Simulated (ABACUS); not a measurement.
## C: equation of state with PBE

The system is C.

```
C
1.0
     2.12732   -1.22828    0.00000
     2.12732    1.22828    0.00000
    -1.37907    0.00000    3.50283
C
2
Direct
  0.16664 0.16664 0.99991
  0.83336 0.83336 0.00009
```

This is a stacking variant of graphite.

```
Program             : ABACUS 3.10.1
Task                : equation of state
Functional          : PBE
Potentials or basis : PseudoDojo NC SR 0.4.1 PBE standard
Cutoff              : 1116 eV
Density cutoff      : 4463 eV
Basis               : plane waves
k mesh              : 13 × 13 × 8
Occupations         : fermi-dirac, width 0.05 eV
Spin                : no spin polarisation
```

The equilibrium volume is 9.28 Å³/atom. The bulk modulus at fixed shape and positions is 262 GPa and the pressure derivative of the bulk modulus is 3.6.

Energy against volume, from the lowest point:
```csv
volume (Å³/atom),energy (meV/atom)
8.604,45.17
8.787,23.20
8.970,8.77
9.153,1.24
9.336,0.00
9.519,4.52
9.702,14.29
```

All runs of the series together: 82 s on 4 threads of Intel(R) Xeon(R) Platinum 8488C (Sapphire Rapids), with other jobs on the host.

Caveat: the cell was scaled at fixed shape and fractional positions, which overstates the stiffness of a crystal with free parameters, most of all of layers and chains; this functional lacks dispersion, which binds the layers, so the pressure and a relaxed spacing across them are unreliable.
